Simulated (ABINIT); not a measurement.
Runs of ABINIT 10.8.3 (patched build) on HfN. Symmetry: Fm-3m, No. 225, cubic system. The conventional cell has a = 4.512 Å, b = 4.512 Å, c = 4.512 Å, α = 90.00°, β = 90.00°, γ = 90.00°. Hf (site symmetry m-3m) is surrounded by 6 N at 2.26 Å. Around N (site symmetry m-3m) lie 6 Hf at 2.26 Å. 

| task | level | k mesh | cutoff (eV) | fine-grid cutoff | mesh quality | gap on the mesh (eV) | pressure (GPa) | V0 of scaled cells (Å³/atom) | B0 (GPa) |
| --- | --- | --- | --- | --- | --- | --- | --- | --- | --- |
| band structure | SCAN | 10 × 10 × 10 | 816 | 1414.99 eV | not flagged | none | - | - | - |
| equation of state | AM05 | 10 × 10 × 10 | 707 | 1306.15 eV | not flagged | - | - | 11.31 | 290 |
| single point | PBE | 4 × 4 × 4 | 707 | 1306.15 eV | coarse | none | 5.1 | - | - |
| equation of state | rPW86PBE | 10 × 10 × 10 | 707 | 1306.15 eV | not flagged | - | - | (a) | 247 |
| single point | r2SCAN | 8 × 8 × 8 | 844 | 1442.2 eV | not flagged | none | - | - | - |
| single point | PBE | 6 × 6 × 6 | 680 | 1278.94 eV | coarse | none | - | - | - |
| band structure | BLYP | 10 × 10 × 10 | 680 | 1278.94 eV | not flagged | none | - | - | - |
| single point | PBEsol | 6 × 6 × 6 | 707 | 1306.15 eV | coarse | none | (b) | - | - |

Alike in all rows: potentials or basis JTH PAW PBE v2.0; no spin polarisation; cell as given; smearing fermi-dirac 0.05 eV.

Fill in the values left out.

(a) 12.12; (b) -3.4.

Caveats: some runs use coarse meshes; the PAW data sets were made with another functional, which shifts forces and pressure a little (some runs); pressures at fixed basis lie under the slope of the energies (some runs).

A k mesh can miss the band edges, and the runs leave out spin-orbit coupling on Hf.

A gap of «none» marks a metal or a gap under the smearing width.

Not every run made on this cell is shown here.
